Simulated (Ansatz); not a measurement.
An Ansatz input:

```yaml
crystal:
  lattice:
    - [-3.3932935191, 3.0409511184, 1.4004116808]
    - [3.0409511184, -3.3932935191, 1.4004116808]
    - [3.5686605776, 3.5686605776, -2.045727433]
  atoms:
    - { symbol: Se, position: [0.0669812877, 0.9330187123, 1.0] }
    - { symbol: Se, position: [0.6830187123, 0.3169812877, 0.5] }
hamiltonian:
  xc: pbe
  pseudopotentials:
    kind: paw
    azcp:
      Se: "pseudopotentials/Se.paw.azcp"
basis:
  ecutwfc: 420
  fft_grid_basis: typed
kpoints:
  mp_grid: { grid: [22, 22, 11], shift: [0, 0, 0] }
magnetization:
  spin_polarized: false
scf:
  occupations: { method: fermi_dirac, width: 0.1 }
```

and its output:

```
Engine: ansatz 0.2.0, x86_64-unknown-linux-gnu
Pseudopotentials: kind: paw
Pseudopotential: Se, paw, valence charge 16, recommended cutoff 420 eV (normal) 
Functional definition: PBE
  parameter kappa = 0.804
  parameter beta = 0.06672455060314922
  exchange = pbe_x(kappa = kappa, mu = beta*pi^2/3)
  correlation = pbe_c(beta = beta)
Crystal: 2 atoms, lattice volume = 59.674 Å³
Basis set: ecut = 420 eV, 1155 PW (Γ)
Bands: 20, of which v1, the nominal top of the filled ones, is band 16 counted from 1 (15 counted from 0)
Symmetry: 4 space group operations
Space group: C2/c (ITA 15), of the structure as read, at distance tolerance 3.9e-5 Å
k-points: 1398 of 5324
Non-local potential: Se, projectors of the file, l = 0: 2, l = 1: 2, l = 2: 3, l = 3: 1
PAW form: soft (Blöchl's): semilocal exchange-correlation on the pseudo side does not see the compensation charge
PAW one-centre angular grid: Se, 590 points (default); XC on 64 Gauss nodes
Initial density: superposition of atomic densities (neutral atoms: chi_scale 0, normalization atom), corrected by the library's trained network
Initial wavefunctions: pseudopotential atomic-orbital guess
Functional: x = pbe(κ = 0.804, μ = 0.2195149727645171), c = pbe(β = 0.06672455060314922)
SCF iter   1: F=—  HF=-10937.852061 eV  |F-HF|=—  |Δ(HF+E_count)|=         —  Δρ=1.62e-3  dr2=1.15e-3  ethr=1.77e-3  ⟨swp⟩=5.1  Hψ=128755  notcnv=0
SCF iter   2: F=—  HF=-10937.852457 eV  |F-HF|=—  |Δ(HF+E_count)|=   3.96e-4  Δρ=3.35e-4  dr2=6.17e-5  ethr=3.58e-6  ⟨swp⟩=2.0  Hψ=47478  notcnv=0
SCF iter   3: F=—  HF=-10937.852459 eV  |F-HF|=—  |Δ(HF+E_count)|=   1.98e-6  Δρ=8.55e-5  dr2=3.73e-6  ethr=1.93e-7  ⟨swp⟩=2.0  Hψ=36419  notcnv=0
SCF iter   4: F=—  HF=-10937.852459 eV  |F-HF|=—  |Δ(HF+E_count)|=   3.58e-7  Δρ=2.13e-5  dr2=2.60e-7  ethr=1.17e-8  ⟨swp⟩=2.8  Hψ=51411  notcnv=0
iter 5 did not close the SCF: its close was put off for the readings that it lacked (scf_convergence_deferred on its scf_iter line)
SCF iter   5: F=-10937.852458 eV  HF=-10937.852458 eV  |F-HF|=4.37e-10  |Δ(HF+E_count)|=   7.23e-8  Δρ=3.75e-6  dr2=6.95e-9  ethr=8.11e-10  ⟨swp⟩=2.0  Hψ=50396  notcnv=0
SCF iter   6: F=-10937.852458 eV  HF=-10937.852458 eV  |F-HF|=1.33e-10  |Δ(HF+E_count)|=   2.59e-9  Δρ=9.20e-7  dr2=4.86e-10  ethr=2.17e-11  ⟨swp⟩=1.0  Hψ=83966  notcnv=0
SCF 1 converged in 6 iterations: F = -10937.852458 eV  dr2 = 4.86e-10
SCF converged after 6 iterations
Free energy (F): -10937.852458 eV
Harris-Foulkes:  -10937.852458 eV  (|F-HF|=1.33e-10)
Internal energy: -10937.828002 eV  (E = F + TS)
E sigma→0 (E₀):  -10937.840230 eV
Entropy (-TS):   -0.024457 eV (-12.228 meV/atom)
Fermi energy:    5.971132 eV
--- Per-component energies (eV) ---
  E_band       = -850.786278
  E_kinetic    = 233.020544
  E_local      = -5545.538209  (includes V_loc(G=0)·N_el)
  E_nonlocal   = -1188.387004
  E_hartree    = 2704.844569
  E_xc         = -206.608067
  E_vxc        = -193.857576  (∫ρ·V_xc dr)
  E_paw        = -3824.324104  (= ΣΔE_a)
  E_vpaw       = 434.288493  (= ΣTr[D̂ρ^β])
  E_aug_tail   = -0.001176  (compensation charges beyond the density's cutoff)
  E_ewald      = -3110.834554
  E_smearing   = -0.024457  (= −TS)
  E_closure    = 0.000000  (closes the sum)
  Σ components = -10937.852458   (vs F -10937.852458, Δ=0.00e0)
```

Launched by

```sh
ansatz run input.yaml --threads 1 --pin off --max-ram 3584MiB --backend cpu --events-out ev --progress --plain --runs-dir out
```

On 1 thread of Intel(R) Xeon(R) Platinum 8259CL CPU @ 2.50GHz (Skylake/Cascade Lake) (shared host) this took about 100 s of wall time and 93 s of CPU time.
